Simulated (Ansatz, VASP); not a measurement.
**Two plane-wave programs on W**

```
W
1.0
    -1.46952    1.46952    1.72508
     1.46952   -1.46952    1.72508
     1.46952    1.46952   -1.72508
W
1
Direct
  0.00000 0.00000 0.00000
```

Change from the starting cell: strain -0.080 along x and y, +0.080 along z, atoms carried along.

Alike in both runs: task single point; functional r2SCAN; k mesh 14 × 14 × 14; occupations gaussian, width 0.15 eV; no spin polarisation.

|  | VASP | Ansatz |
| --- | --- | --- |
| version | VASP 6.6.1 | Ansatz 0.2.0 |
| potentials or method | VASP PAW PBE potentials, release 64 (W_sv) | scalar-relativistic, plane waves, PAW |
| plane-wave cutoff (eV) | 520 | 500 |
| valence electrons in the cell | 14 | 14 |

```tsv
	VASP	Ansatz	Ansatz less VASP
gap on the k mesh at the Fermi level (eV)	none	none	-
pressure (GPa)	29.5	27.9	-1.63
largest component of the traceless stress (GPa)	27.19	27.27	+0.080
```

A gap of «none» marks a metal or a gap that the smearing closes.

Caveats: so large a pressure means that the cell lies far from this level's equilibrium, or that cutoff or potentials fall short (VASP); the potentials were made for another functional, which shifts forces and pressure (VASP). The runs have no spin-orbit coupling, so splittings on W are missing.
